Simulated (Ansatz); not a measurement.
Relaxation path: Os (omega type)

DFT, PBE, PAW with Ansatz's default frozen-core files, scalar-relativistic (Ansatz 0.2.0); a Γ-centred 11×11×16 k mesh, Fermi–Dirac smearing of 0.1 eV, no spin polarisation. The run relaxes cell and atoms at a target pressure of 2400 GPa.

Command: `ansatz run input.yaml --threads 1 --pin off --max-ram 3584MiB --backend cpu --events-out ev --progress --plain --runs-dir out` It took 29 s on 1 thread of Arm Neoverse V2, on a shared host, peak memory 0.34 GiB.

PAW: frozen-core files, cutoff 420 eV; forces are relaxed below 0.005 eV/Å.

Each step lists its enthalpy F + pV a cell above the last geometry, the pressure, the cell vectors (Å), and Cartesian positions (Å) with forces (eV/Å).

The first step:

```
step 1  dH = 236.99 meV  P = 2460 GPa
  cell 3.2103 0.0000 0.0000  -1.6052 2.7802 0.0000  0.0000 0.0000 1.9904
  Os 0.0000 0.0000 0.0000   0.0000 0.0000 0.0000
  Os 0.0000 1.8535 0.9952   0.0000 0.0000 0.0000
  Os 1.6052 0.9267 0.9952   0.0000 0.0000 0.0000
```

Spin–orbit coupling is left out, which matters for the heavy atoms. At this compression frozen-core PAW has no all-electron check here.

The symmetry of the start is kept and no stability test is made, so the end need not be the stable phase.

Task: Where does the relaxation end, and by which steps?

Result: After 5 geometries, with conventional a, b, c = 3.248, 3.248, 1.958 Å, at 5.962 Å³/atom (+0.68 % against the start) in space group P6/mmm, with a shortest distance of 1.875 Å. The further steps:
```
step 2  dH = 698.51 meV  P = 2263 GPa  (not accepted)
  cell 3.3151 0.0000 0.0000  -1.6575 2.8709 0.0000  0.0000 0.0000 1.9145
  Os 0.0000 0.0000 0.0000   0.0000 0.0000 0.0000
  Os 0.0000 1.9140 0.9573   0.0000 0.0000 0.0000
  Os 1.6575 0.9570 0.9573   0.0000 0.0000 0.0000
step 3  dH = 0.88 meV  P = 2393 GPa
  cell 3.2472 0.0000 0.0000  -1.6236 2.8122 0.0000  0.0000 0.0000 1.9603
  Os 0.0000 0.0000 0.0000   0.0000 0.0000 0.0000
  Os 0.0000 1.8748 0.9802   0.0000 0.0000 0.0000
  Os 1.6236 0.9374 0.9802   0.0000 0.0000 0.0000
step 4  dH = 0.07 meV  P = 2403 GPa
  cell 3.2475 0.0000 0.0000  -1.6238 2.8124 0.0000  0.0000 0.0000 1.9574
  Os 0.0000 0.0000 0.0000   0.0000 0.0000 0.0000
  Os 0.0000 1.8750 0.9787   0.0000 0.0000 0.0000
  Os 1.6238 0.9375 0.9787   0.0000 0.0000 0.0000
step 5  dH = 0.00 meV  P = 2400 GPa
  cell 3.2477 0.0000 0.0000  -1.6238 2.8126 0.0000  0.0000 0.0000 1.9581
  Os 0.0000 0.0000 0.0000   0.0000 0.0000 0.0000
  Os 0.0000 1.8750 0.9790   0.0000 0.0000 0.0000
  Os 1.6238 0.9375 0.9790   0.0000 0.0000 0.0000
step 6  dH = -0.52 meV  P = 2400 GPa  (same geometry on a basis chosen anew; earlier energies don't compare to the last digit)
  cell 3.2477 0.0000 0.0000  -1.6238 2.8126 0.0000  0.0000 0.0000 1.9581
  Os 0.0000 0.0000 0.0000   0.0000 0.0000 0.0000
  Os 0.0000 1.8750 0.9790   0.0000 0.0000 0.0000
  Os 1.6238 0.9375 0.9790   0.0000 0.0000 0.0000
```
